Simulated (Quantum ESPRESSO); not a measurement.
**NaI: zone-centre phonons and dielectric response under several settings**

```
I Na
1.0
     0.00000    3.23640    3.23640
     3.23640    0.00000    3.23640
     3.23640    3.23640    0.00000
I Na
1 1
Direct
  0.50000 0.50000 0.50000
  0.00000 0.00000 0.00000
```

All runs used Quantum ESPRESSO 7.5; k mesh 4 × 4 × 4, shifted; relaxed cell; no spin polarisation; occupations smeared at first, fixed for the response.

```csv
level,potentials,cutoff (eV),volume (Å³/atom),pressure (GPa),lowest optical mode without the field (cm⁻¹),highest mode with the field (cm⁻¹),ε∞ (mean),ε0 (mean),Born charge of atom 1 (e),sum of the Born charges (e)
PBE,SPMS 1.0 PBE,952,34.98,0.0,104,164,3.34,8.2,-1.21,0.00
LDA,JTH 2.0 LDA,707,?,-0.1,?,?,?,?,?,?
```

Q: What stands in the row left open?

A: Volume 30.30 Å³/atom; lowest optical mode without the field 137 cm⁻¹; highest mode with the field 185 cm⁻¹; ε∞ 3.66; ε0 6.7; Born charge of atom 1 -1.16 e; sum of the Born charges 0.02 e.
